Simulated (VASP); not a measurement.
# WS2 (R3m) in VASP: dielectric tensor with PBEsol+D3(BJ)

Aim: the dielectric tensor of WS2 with PBEsol+D3(BJ).

Program: VASP 6.6.1. These are calculated values, not measurements. Logs are shortened: lines on timing, memory, paths and dates and some standing lists are left out, and cuts for length are marked.

### Step 1. The crystal as given

Symmetry: R3m, No. 160, trigonal system. Conventional cell: a = 3.135 Å, b = 3.135 Å, c = 17.936 Å, α = 90.00°, β = 90.00°, γ = 120.00°. W (site symmetry 3m) is surrounded by 6 S at 2.39 Å. Around S (site symmetry 3m) lie 3 W at 2.39 Å. S (site symmetry 3m) has 3 W at 2.39 Å as nearest neighbours.

Measurements of this composition are mostly on another form, of space group No. 194.

### Step 2. Dielectric tensor, PBEsol+D3(BJ)

Contents of INCAR:

```
SYSTEM = WS2
  PREC = Accurate
  ENCUT = 520
  EDIFF = 1E-7
  ISMEAR = 0
  SIGMA = 0.02
  LREAL = .False.
  LASPH = .True.
  NELM = 100
  ALGO = Normal
  ISIF = 2
  LWAVE = .False.
  LCHARG = .False.
  GGA = PS
  IVDW = 12
  LEPSILON = .True.
```

Contents of KPOINTS:

```
regular mesh
0
Gamma
  3 3 3
  0 0 0
```

Contents of POSCAR:

```
WS2                                     
1.0
    1.5674268354      0.9049543102      5.9785509985
   -1.5674268354      0.9049543102      5.9785509985
    0.0000000000     -1.8099086107      5.9785509986
  W               S             
     1     2
Direct
     0.0006515663212738    0.0006515663212738    0.0006515663213804
     0.2473270784420407    0.2473270784420407    0.2473270784420549
     0.4207213552366795    0.4207213552366795    0.4207213552365516
```

Potentials or basis: VASP PAW PBE potentials, release 64 (W_sv, S).

The run is started by

```sh
$ cat potpaw_PBE.64/W_sv/POTCAR potpaw_PBE.64/S/POTCAR > POTCAR
$ mpirun -np 4 vasp_std > vasp.out
```

OUTCAR:

```text
SYSTEM = WS2
   PREC = Accurate
   ENCUT = 520
   EDIFF = 1E-7
   ISMEAR = 0
   LREAL = .False.
   LASPH = .True.
   NELM = 100
   ISIF = 2
   GGA = PS
   IVDW = 12
   LEPSILON = .True.
 IVDW          = 12

 ion  position               nearest neighbor table
   1  0.001  0.001  0.001-   2 2.39   2 2.39   2 2.39   3 2.39   3 2.39   3 2.39
   2  0.247  0.247  0.247-   1 2.39   1 2.39   1 2.39
   3  0.421  0.421  0.421-   1 2.39   1 2.39   1 2.39

  LATTYP: Found a trigonal (rhomboedric) cell.
 ALAT       =     6.2465063219
 COS(alpha) =     0.8740697154

  Lattice vectors:

 A1 = (   1.5674268354,   0.9049543102,   5.9785509985)
 A2 = (  -1.5674268354,   0.9049543102,   5.9785509985)
 A3 = (   0.0000000000,  -1.8099086107,   5.9785509986)

Analysis of symmetry for initial positions (statically):
=====================================================================
 Subroutine PRICEL returns:
 Original cell was already a primitive cell.

 Routine SETGRP: Setting up the symmetry group for a
 trigonal (rhombohedral) supercell.

 Subroutine GETGRP returns: Found  6 space group operations
 (whereof  6 operations were pure point group operations)
 out of a pool of 12 trial point group operations.

The static configuration has the point symmetry C_3v.

Analysis of symmetry for dynamics (positions and initial velocities):
=====================================================================
 Subroutine PRICEL returns:
 Original cell was already a primitive cell.

 Routine SETGRP: Setting up the symmetry group for a
 trigonal (rhombohedral) supercell.

 Subroutine GETGRP returns: Found  6 space group operations
 (whereof  6 operations were pure point group operations)
 out of a pool of 12 trial point group operations.

The dynamic configuration has the point symmetry C_3v.

 Subroutine INISYM returns: Found  6 space group operations
 (whereof  6 operations are pure point group operations),
 and found     1 'primitive' translations

----------------------------------------------------------------------------------------

                                     Primitive cell

  volume of cell :      50.8816

  direct lattice vectors                    reciprocal lattice vectors
     1.567426835  0.904954310  5.978550999     0.318994156  0.184171361  0.055754870
    -1.567426835  0.904954310  5.978550999    -0.318994156  0.184171361  0.055754870
     0.000000000 -1.809908611  5.978550999     0.000000000 -0.368342723  0.055754870
[... 274 lines left out ...]
      0.00000      0.00000      0.01169         0.000000      0.000000      0.000134
      0.00000      0.00000      4.43597         0.000000      0.000000      0.000211
      0.00000      0.00000      7.54591         0.000000     -0.000000     -0.000345
 -----------------------------------------------------------------------------------
    total drift:                                0.000000      0.000000     -0.000087

  FREE ENERGIE OF THE ION-ELECTRON SYSTEM (eV)
  ---------------------------------------------------
  free  energy   TOTEN  =       -26.3832369267 eV

  energy  without entropy=      -26.3832369267  energy(sigma->0) =      -26.38323693

 HEAD OF MICROSCOPIC STATIC DIELECTRIC TENSOR (INDEPENDENT PARTICLE, excluding Hartree and local field effects)
 ------------------------------------------------------
          21.723849     0.000000     0.000000
           0.000000    21.723849     0.000000
           0.000000     0.000000     9.470594
 ------------------------------------------------------

 Free energy of the ion-electron system (eV)
  ---------------------------------------------------
  ---------------------------------------------------
  free energy    TOTEN  =        -2.89632237 eV

  energy without entropy =       -2.89632237

------------------------ aborting loop because EDIFF is reached ----------------------------------------

 Edisp (eV)   -1.21075

 E8    (eV) :    -0.7852
[... 7 lines left out ...]
 E8    (eV) :    -0.7852

--------------------------------------- Ionic step        3  -------------------------------------------

 Free energy of the ion-electron system (eV)
  ---------------------------------------------------
  ---------------------------------------------------
  free energy    TOTEN  =        -0.79799427 eV

  energy without entropy =       -0.79799427

------------------------ aborting loop because EDIFF is reached ----------------------------------------

 Edisp (eV)   -1.21075

 E8    (eV) :    -0.7852

 PIEZOELECTRIC TENSOR FIELD DIRECTION 3  (e Angst)
 -----------------------------------------------------------------------------
    -0.00801  0.00000 -0.00000           ( -0.00084  0.00000 -0.00000)
    -0.00000 -0.00801  0.00000           (  0.00000 -0.00084 -0.00000)
    -0.00000  0.00000  0.19900           ( -0.00000 -0.00000 -0.00054)

 PIEZOELECTRIC TENSOR FIELD DIRECTION 3  (C/m^2)
 -----------------------------------------------------------------------------
    -0.00252  0.00000 -0.00000
    -0.00000 -0.00252  0.00000
    -0.00000  0.00000  0.06266

 MACROSCOPIC STATIC DIELECTRIC TENSOR (including local field effects in DFT)
 ------------------------------------------------------
          20.456914     0.000000     0.000000
           0.000000    20.456914     0.000000
           0.000000     0.000000     6.359652
 ------------------------------------------------------

 PIEZOELECTRIC TENSOR (including local field effects)  for field in x, y, z        (e  Angst)
          XX          YY          ZZ          XY          YZ          ZX
  --------------------------------------------------------------------------------
  x     0.00000     0.00000     0.00000     2.93079     0.00000     0.03409
  y     2.93079    -2.93079     0.00000     0.00000     0.03409     0.00000
  z    -0.00801    -0.00801     0.19900     0.00000     0.00000     0.00000

 PIEZOELECTRIC TENSOR (including local field effects)  for field in x, y, z        (C/m^2)
          XX          YY          ZZ          XY          YZ          ZX
  --------------------------------------------------------------------------------
  x     0.00000     0.00000     0.00000     0.92286     0.00000     0.01074
  y     0.92286    -0.92286     0.00000     0.00000     0.01073     0.00000
  z    -0.00252    -0.00252     0.06266     0.00000     0.00000     0.00000

 BORN EFFECTIVE CHARGES (including local field effects) (in |e|, cummulative output)
 ---------------------------------------------------------------------------------
 ion    1
    1    -1.46536     0.00000     0.00000
    2     0.00000    -1.46536    -0.00000
    3     0.00000    -0.00000    -0.61363
 ion    2
    1     0.75894     0.00000     0.00000
    2     0.00000     0.75894     0.00000
    3     0.00000     0.00000     0.36532
 ion    3
    1     0.70641     0.00000     0.00000
    2     0.00000     0.70641     0.00000
    3     0.00000     0.00000     0.24831
```

OSZICAR:

```text
[... 13 lines left out ...]
RMM:   9    -0.797723532528E+00    0.85037E-04   -0.32121E-06   461   0.941E-03    0.995E-03
RMM:  10    -0.797956966537E+00   -0.23343E-03   -0.45037E-07   410   0.749E-03    0.338E-03
RMM:  11    -0.797981833763E+00   -0.24867E-04   -0.20711E-06   461   0.196E-03    0.273E-03
RMM:  12    -0.797991775345E+00   -0.99416E-05    0.18486E-06   446   0.110E-03    0.430E-04
RMM:  13    -0.797993564107E+00   -0.17888E-05   -0.28243E-06   411   0.426E-04    0.178E-04
RMM:  14    -0.797994778492E+00   -0.12144E-05    0.19864E-06   287   0.237E-04    0.135E-04
RMM:  15    -0.797994545512E+00    0.23298E-06   -0.16644E-07   183   0.179E-04    0.565E-05
RMM:  16    -0.797994324854E+00    0.22066E-06    0.41843E-07   158   0.172E-04    0.147E-05
RMM:  17    -0.797994274442E+00    0.50411E-07   -0.28209E-07   130   0.159E-04    0.938E-06
```

stdout:

```text
POSCAR found type information on POSCAR W S
 POSCAR found :  2 types and       3 ions
 scaLAPACK will be used
 -----------------------------------------------------------------------------
|                                                                             |
|                                                                             |
|     You enforced a specific xc type in the INCAR file but a different       |
[... 28 lines left out ...]
  Direction:   1
 dielectric tensor                  component  1 :    20.457    -0.091    -0.000
 Linear response to external field, progress :
  Direction:   2
 dielectric tensor                  component  2 :    -0.647    20.457    -0.000
 Linear response to external field, progress :
  Direction:   3
 dielectric tensor                  component  3 :    -0.220    -0.477     6.360
 Born effective charges drift removed
```

Run time: 2 min. Hardware: 4 MPI ranks of Intel Xeon Platinum 8259CL at 2.50GHz (Skylake/Cascade Lake), shared host; peak memory 0.21 GiB.

What came out:

```
Band gap on the k mesh                  : 1.33 eV, indirect (least direct gap 1.93 eV)
Electronic dielectric tensor (diagonal) : 20.46, 20.46, 6.36
Born charges (mean of the diagonal)     : W -1.18; S +0.63, +0.55 e
Dispersion energy per atom              : -0.404 eV
```

Levels at points of the mesh, in eV from the valence-band top:
| k point | band 10 | band 11 | band 12 | band 13 | band 14 | band 15 | band 16 | band 17 |
| --- | --- | --- | --- | --- | --- | --- | --- | --- |
| (0.00, 0.00, 0.00) | -2.30 | -2.30 | -1.33 | -1.28 | 2.27 | 2.27 | 2.67 | 2.67 |

Electronic dielectric tensor:
```
20.46  0.00  0.00
 0.00 20.46  0.00
 0.00  0.00  6.36
```

Born effective charge tensors (e):
atom 1, W
```
-1.47  0.00  0.00
 0.00 -1.47  0.00
 0.00  0.00 -0.61
```
atom 2, S
```
0.76 0.00 0.00
0.00 0.76 0.00
0.00 0.00 0.37
```
atom 3, S
```
0.71 0.00 0.00
0.00 0.71 0.00
0.00 0.00 0.25
```

Caveat: the k mesh is coarse (spacing up to 0.78 Å⁻¹), so the values aren't converged; spin-orbit coupling is left out, which moves the levels of the heavy elements; an odd mesh through Γ misses points on the zone boundary, where band edges often lie.
